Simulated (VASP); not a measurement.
Set up this calculation in VASP 6.6.1, as the native input.

```yaml
Task: relaxation of cell and atoms
Functional: PBE
Potentials_or_basis: VASP PAW PBE potentials, release 64 (Ga_d, N)
Cutoff: 520 eV
k_mesh: 12 × 12 × 12
Occupations: gaussian, width 0.02 eV
Spin: non-collinear spin, zero start, spin-orbit coupling
Starting_moments: "[[0.0, 0.0, 0.0], [0.0, 0.0, 0.0]] μB"
Further_INCAR_settings: ALGO = Normal; EDIFF = 1e-07; IBRION = 2; EDIFFG = -0.002; NSW = 80; ISIF = 3
```

The structure of GaN lies in POSCAR:

```
GaN                                     
1.0
    0.0000000000      2.2745329482      2.2745329482
    2.2745329482      0.0000000000      2.2745329482
    2.2745329482      2.2745329482     -0.0000000000
  Ga              N             
     1     1
Direct
     0.0000000000000000    0.0000000000000000    0.0000000000000000
     0.7500000000000000    0.7500000000000000    0.7500000000000000
```

The cell is a database's computed one.

These files were run (other wordings do the same):

INCAR

```
SYSTEM = GaN
PREC = Accurate
ENCUT = 520
EDIFF = 1E-7
ISMEAR = 0
SIGMA = 0.02
LREAL = .False.
LASPH = .True.
NELM = 80
ALGO = Normal
ISIF = 3
LWAVE = .False.
LCHARG = .False.
MAGMOM = 0 0 0 0 0 0
LORBIT = 11
LSORBIT = .True.
GGA_COMPAT = .False.
GGA = PE
IBRION = 2
NSW = 80
EDIFFG = -0.002
KPAR = 4
```

KPOINTS

```
regular mesh
0
Gamma
  12 12 12
  0 0 0
```

Potentials or basis: VASP PAW PBE potentials, release 64 (Ga_d, N).

The run is started by

```bash
$ cat potpaw_PBE.64/Ga_d/POTCAR potpaw_PBE.64/N/POTCAR > POTCAR
$ mpirun -np 4 vasp_ncl > vasp.out
```

It gave:

```
Pressure after relaxing                               : 0.0 GPa
Net moment                                            : 0.00 μB per cell
Valence electrons inside the program's atomic spheres : Ga 11.81; N 3.72
```

Caveat: the relaxation stopped at its first step, so nothing moved.

Run time: 24 s on 4 MPI ranks on Intel(R) Xeon(R) Platinum 8488C (Sapphire Rapids), with other jobs on the host, peak memory 0.26 GiB a rank.
